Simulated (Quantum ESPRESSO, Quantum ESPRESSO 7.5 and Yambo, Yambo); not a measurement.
# GaP (F-43m): G0W0 with Yambo, start to end

Aim: the G0W0 gap of GaP (F-43m) on PBE, step by step.

Main program and level: Quantum ESPRESSO 7.5 and Yambo 5.3.0; PBE and many-body steps on it, plane waves.

**Experimental background.**

- Gap 2.25 ± 0.04 eV: optical gap from Tauc plot (fundamental, indirect); spectroscopic ellipsometry, Tauc-Lorentz fit and Tauc plot; 300 K; film (GaP layer on Si reference sample) on Si (“Assessment of GaPSb/Si tandem material association properties for photoelectrochemical cells”, 2020, arxiv:2002.02774).

This is a report of a sequence of runs, with most program output left out.

## Step 1: The starting structure

Symmetry: F-43m, No. 216, cubic system. The conventional cell has a = 5.450 Å, b = 5.450 Å, c = 5.450 Å, α = 90.00°, β = 90.00°, γ = 90.00°. Ga has 4 P at 2.36 Å nearest. Nearest to P lie 4 Ga at 2.36 Å. Farther neighbours are not listed.

The cell and positions come from the Crystallography Open Database and are kept as given unless a step says otherwise.

## Step 2: Ground state

This step: Quantum ESPRESSO 7.5; DFT, PBE, plane waves, norm-conserving pseudopotentials.

The ground-state density comes first.

Input file pw.in:

```
&control
  calculation = 'scf'
  prefix = 'x'
  outdir = 'o'
  pseudo_dir = 'pseudo'
/
&system
  ibrav = 0
  nat = 2
  ntyp = 2
  ecutwfc = 72.0
  nbnd = 14
  force_symmorphic = .true.
/
&electrons
  conv_thr = 1e-10
  electron_maxstep = 80
  mixing_beta = 0.5
/
ATOMIC_SPECIES
  Ga 69.723 Ga.upf
  P 30.974 P.upf
CELL_PARAMETERS angstrom
  0.0000000000 2.7252500000 2.7252500000
  2.7252500000 0.0000000000 2.7252500000
  2.7252500000 2.7252500000 0.0000000000
ATOMIC_POSITIONS crystal
  Ga 0.0000000000 0.0000000000 0.0000000000
  P 0.2500000000 0.2500000000 0.2500000000
K_POINTS automatic
  6 6 6 0 0 0
```

The run is started by

```console
$ OMP_NUM_THREADS=1 mpirun -n 4 pw.x -nk 4 -in pw.in > pw.out
```

Wall time 3.4 s (4 MPI ranks of Arm Neoverse V1, shared host); peak memory 0.22 GiB.

This step gave:

```yaml
total_energy: -2270.1829 eV
gap: 1.653 eV
k_of_the_valence_top: 0, 0, 0
k_of_the_conduction_bottom: 0, -0.5, -0.5
least_direct_gap: 1.817 eV
```

The gap is indirect, with the least direct gap 0.16 eV higher.

## Step 3: Bands along the symmetry lines

Levels along a band path, at the cheap level, show where the edges lie and whether the meshes to come will hold them.

Input file pw.in:

```
&control
  calculation = 'bands'
  prefix = 'x'
  outdir = 'o'
  pseudo_dir = 'pseudo'
/
&system
  ibrav = 0
  nat = 2
  ntyp = 2
  ecutwfc = 72.0
  nbnd = 15
  force_symmorphic = .true.
/
&electrons
  conv_thr = 1e-9
  electron_maxstep = 80
  diago_full_acc = .true.
  diago_thr_init = 5e-6
/
ATOMIC_SPECIES
  Ga 69.723 Ga.upf
  P 30.974 P.upf
CELL_PARAMETERS angstrom
  0.0000000000 2.7252500000 2.7252500000
  2.7252500000 0.0000000000 2.7252500000
  2.7252500000 2.7252500000 0.0000000000
ATOMIC_POSITIONS crystal
  Ga 0.0000000000 0.0000000000 0.0000000000
  P 0.2500000000 0.2500000000 0.2500000000
K_POINTS crystal
  50
  0.00000000 0.00000000 0.00000000 1
  -0.06250000 -0.06250000 0.00000000 1
  -0.12500000 -0.12500000 0.00000000 1
  -0.18750000 -0.18750000 0.00000000 1
  -0.25000000 -0.25000000 0.00000000 1
  -0.31250000 -0.31250000 0.00000000 1
  -0.37500000 -0.37500000 0.00000000 1
  -0.43750000 -0.43750000 0.00000000 1
  -0.50000000 -0.50000000 0.00000000 1
  -0.48437500 -0.48437500 0.03125000 1
  -0.46875000 -0.46875000 0.06250000 1
  -0.45312500 -0.45312500 0.09375000 1
  -0.43750000 -0.43750000 0.12500000 1
  -0.42187500 -0.42187500 0.15625000 1
  -0.40625000 -0.40625000 0.18750000 1
  -0.39062500 -0.39062500 0.21875000 1
  -0.37500000 -0.37500000 0.25000000 1
  -0.37500000 0.00000000 0.37500000 1
  -0.32812500 0.00000000 0.32812500 1
  -0.28125000 0.00000000 0.28125000 1
  -0.23437500 0.00000000 0.23437500 1
  -0.18750000 0.00000000 0.18750000 1
  -0.14062500 0.00000000 0.14062500 1
  -0.09375000 0.00000000 0.09375000 1
  -0.04687500 0.00000000 0.04687500 1
  0.00000000 0.00000000 0.00000000 1
  0.00000000 0.00000000 0.06250000 1
  0.00000000 0.00000000 0.12500000 1
  0.00000000 0.00000000 0.18750000 1
  0.00000000 0.00000000 0.25000000 1
  0.00000000 0.00000000 0.31250000 1
  0.00000000 0.00000000 0.37500000 1
  0.00000000 0.00000000 0.43750000 1
  -0.00000000 -0.00000000 0.50000000 1
  -0.06250000 -0.03125000 0.46875000 1
  -0.12500000 -0.06250000 0.43750000 1
  -0.18750000 -0.09375000 0.40625000 1
  -0.25000000 -0.12500000 0.37500000 1
  -0.31250000 -0.15625000 0.34375000 1
  -0.37500000 -0.18750000 0.31250000 1
  -0.43750000 -0.21875000 0.28125000 1
  -0.50000000 -0.25000000 0.25000000 1
  -0.50000000 -0.28125000 0.21875000 1
  -0.50000000 -0.31250000 0.18750000 1
  -0.50000000 -0.34375000 0.15625000 1
  -0.50000000 -0.37500000 0.12500000 1
  -0.50000000 -0.40625000 0.09375000 1
  -0.50000000 -0.43750000 0.06250000 1
  -0.50000000 -0.46875000 0.03125000 1
  -0.50000000 -0.50000000 0.00000000 1
```

Run time: 3.6 s. Hardware: 4 MPI ranks; peak memory 0.19 GiB; 14 s of CPU time.

This step gave:

* gap: 1.593 eV
* k of the valence top: 0, 0, 0
* k of the conduction bottom: -0.4375, -0.4375, 0
* least direct gap: 1.817 eV

The gap is 1.593 eV, −0.060 eV from the run before at this level.

The electronic bands at the labelled points (eV, zero at the top of the highest filled band):

```tsv
point	band 6	band 7	band 8	band 9	band 10	band 11	band 12	band 13
Γ	-12.49	0.00	0.00	0.00	1.82	3.89	3.89	3.89
halfway	-11.46	-3.68	-1.68	-1.68	2.18	3.72	6.74	6.74
X	-9.53	-6.75	-2.68	-2.68	1.65	1.82	10.57	10.57
halfway	-9.51	-6.70	-3.24	-2.57	1.85	2.75	9.51	9.66
U	-9.57	-6.55	-3.94	-2.25	2.19	4.80	8.23	8.26
jump to K	-9.57	-6.55	-3.94	-2.25	2.19	4.80	8.23	8.26
halfway	-11.36	-4.24	-2.45	-0.66	3.28	4.99	5.00	5.87
Γ	-12.49	0.00	0.00	0.00	1.82	3.89	3.89	3.89
halfway	-11.72	-3.88	-0.66	-0.66	2.15	4.74	4.74	6.35
L	-10.43	-6.63	-1.12	-1.12	1.67	4.72	4.72	8.29
halfway	-10.02	-6.42	-3.19	-1.93	3.45	4.30	6.45	7.91
W	-9.44	-6.55	-3.58	-3.42	4.70	4.86	6.10	6.15
halfway	-9.49	-6.66	-3.16	-3.09	2.77	2.94	8.49	8.58
X	-9.53	-6.75	-2.68	-2.68	1.65	1.82	10.57	10.57
```

## Step 4: Empty states on the mesh, 6×6×6 mesh, 268 bands

The sums over transitions need many empty states on a uniform mesh; this step solves for them.

Input file pw.in:

```
&control
  calculation = 'nscf'
  prefix = 'x'
  outdir = 'o'
  pseudo_dir = 'pseudo'
/
&system
  ibrav = 0
  nat = 2
  ntyp = 2
  ecutwfc = 72.0
  nbnd = 268
  force_symmorphic = .true.
/
&electrons
  conv_thr = 1e-9
  electron_maxstep = 80
  diago_full_acc = .true.
  diago_thr_init = 5e-6
/
ATOMIC_SPECIES
  Ga 69.723 Ga.upf
  P 30.974 P.upf
CELL_PARAMETERS angstrom
  0.0000000000 2.7252500000 2.7252500000
  2.7252500000 0.0000000000 2.7252500000
  2.7252500000 2.7252500000 0.0000000000
ATOMIC_POSITIONS crystal
  Ga 0.0000000000 0.0000000000 0.0000000000
  P 0.2500000000 0.2500000000 0.2500000000
K_POINTS automatic
  6 6 6 0 0 0
```

Wall time 35 s (4 MPI ranks); peak memory 0.47 GiB; 2.3 min of CPU time.

Numbers from this step:

```yaml
gap: 1.653 eV
k_of_the_valence_top: 0, 0, 0
k_of_the_conduction_bottom: 0, -0.5, -0.5
least_direct_gap: 1.817 eV
k_points_computed: 16
lowest_point_of_the_top_converged_band_above_the_valence_top: 183.3216 eV
```

On this mesh the gap is 1.653 eV.

## Step 5: Conversion and set-up

This step: Yambo 5.3.0; conversion and set-up on PBE, plane waves, norm-conserving pseudopotentials.

The states are converted to the many-body program's format and the q mesh is built.

The run is started by

```console
$ (cd o/x.save; p2y > p2y.log; mv SAVE ../..); yambo > setup.log
```

Elapsed: 2.8 s, on 1 MPI rank; peak memory 0.24 GiB.

## Step 6: Screening and self-energy, 6×6×6 mesh, 268 bands, screening to 217.7 eV

Now the one-shot GW correction: screening in the RPA, then the self-energy of the levels asked for.

This step: G0W0 on PBE, plane waves, norm-conserving pseudopotentials.

Input file gw3.in:

```
HF_and_locXC
gw0
dyson
ppa
em1d
rim_cut
RandQpts= 1000000
RandGvec= 1 RL
EXXRLvcs= 72 Ry
VXCRLvcs= 288 Ry
Chimod= "HARTREE"
% BndsRnXp
 1 | 268 |
%
NGsBlkXp= 16 Ry
% LongDrXp
 1 | 1 | 1 |
%
% GbndRnge
 1 | 268 |
%
DysSolver= "n"
ExtendOut
PPAPntXp= 27.21138 eV
% QPkrange
 1 | 1 | 8 | 11 |
 13 | 13 | 8 | 11 |
%
```

The run is started by

```console
$ OMP_NUM_THREADS=1 mpirun -n 4 yambo -F gw3.in -J gw3 -C gw3 > gw3.log
```

The job ended after 21 min (4 MPI ranks; peak memory 2.3 GiB; 84 min of CPU time).

This step gave:

```yaml
g0w0_gap_on_the_points_computed: 2.254 eV
starting_gap_on_the_mesh: 1.653 eV
k_of_the_valence_top: 0, 0, 0
k_of_the_conduction_bottom: 0, -0.5, -0.5
least_direct_g0w0_gap_on_the_computed_points: 2.341 eV
z_at_the_valence_top: 0.7843
z_at_the_conduction_bottom: 0.8084
```

The gap on the mesh goes from 1.65 eV to 2.25 eV, a correction of +0.60 eV.

Limits: finite bands, cutoff and mesh; exchange with frozen shells missing; no spin-orbit coupling. v1 is the top filled band, c1 the lowest empty one. Levels before and after the correction, in eV, zero at the valence-band top of each column:

```tsv
	conduction bottom	valence top
Kohn-Sham	1.65	0.00
G0W0	2.25	0.00
```

```tsv
	level	energy (eV)
Kohn-Sham	Γ v2-v1	0.000
Kohn-Sham	Γ c1	1.817
Kohn-Sham	Γ c2	3.887
Kohn-Sham	(0 -0.5 -0.5) v2-v1	-2.683
Kohn-Sham	(0 -0.5 -0.5) c1	1.653
Kohn-Sham	(0 -0.5 -0.5) c2	1.822
G0W0	Γ v2-v1	0.000
G0W0	Γ c1	2.341
G0W0	Γ c2	4.408
G0W0	(0 -0.5 -0.5) v2-v1	-3.005
G0W0	(0 -0.5 -0.5) c1	2.254
G0W0	(0 -0.5 -0.5) c2	2.506
```

## Step 7: Where the time went

Times are wall times on the hardware named with each run, good to a factor of about two.

```tsv
step	time	share	memory (GiB)
ground state	3.4 s	0 %	0.22
bands along the symmetry lines	3.6 s	0 %	0.19
empty states on the mesh	35 s	3 %	0.47
conversion and set-up	2.8 s	0 %	0.24
screening and self-energy	21 min	97 %	2.3
```

## Step 8: What came out

| Quantity | Value |
| --- | --- |
| PBE gap | 1.59 eV, indirect |
| G0W0 gap on the mesh | 2.25 eV |
| G0W0 gap over the zone (rigid shift) | 2.19 eV |
| GW settings | 6×6×6 mesh, 268 bands, screening to 217.7 eV, Godby-Needs plasmon pole |
| known limits | not at the basis limit; exchange with frozen shells missing; no spin-orbit coupling |

**Reading.** G0W0 moves the gap on the mesh from 1.65 eV to 2.25 eV (+0.60 eV), with Z of 0.78 and 0.81 at the edges. The mesh misses the band edges by 0.06 eV in all; a rigid shift gives 2.19 eV for the zone. Only 2 of the mesh's irreducible points were corrected, so a valley elsewhere could overtake. The dearest step here is «screening and self-energy». Against experiment, by G0W0@PBE: the gap of 2.19 eV lies −0.06 eV from the measured 2.25 ± 0.04 eV (indirect, 300 K, on Si, 2020). The calculation has static nuclei and no excitons; a measured gap holds zero-point and thermal motion, which mostly lowers it. Bands and cutoff are finite, so the gap is not at the basis limit. The miss can reach some tenths of an eV and take either sign; the mesh is an error of its own. In the G0W0 run levels were corrected at 2 k points alone, so a gap called «on the mesh» is the least over those, and an edge elsewhere would be missed. A denser mesh or path gives a starting gap of 1.59 eV: the GW mesh misses a band edge, so its gaps are not the fundamental one. The norm-conserving file of at least one element keeps a d shell over frozen s and p shells of the same row. Exchange with those shells is missing from the self-energy, an error of 0.3 to 0.9 eV in cases checked, whose sign depends on which edge lies on those atoms. The many-body steps are scalar-relativistic: spin-orbit coupling is not in them.

[Paths, hosts, dates, memory and timing lines, banners, echoed tables and standing remarks are left out of the program output.]

[Logs are printed without paths, hosts, clocks, repeated set-up lines and the standing remarks that a program may print on its own settings, such as how far it seeks lower states.]

[Runs of the session that timed out or met a known fault of the program may be left out.]

[Hosts, paths, dates, database ids (printed as entryN), source tags and the programs' standing remarks are cut or masked in the printed files.]
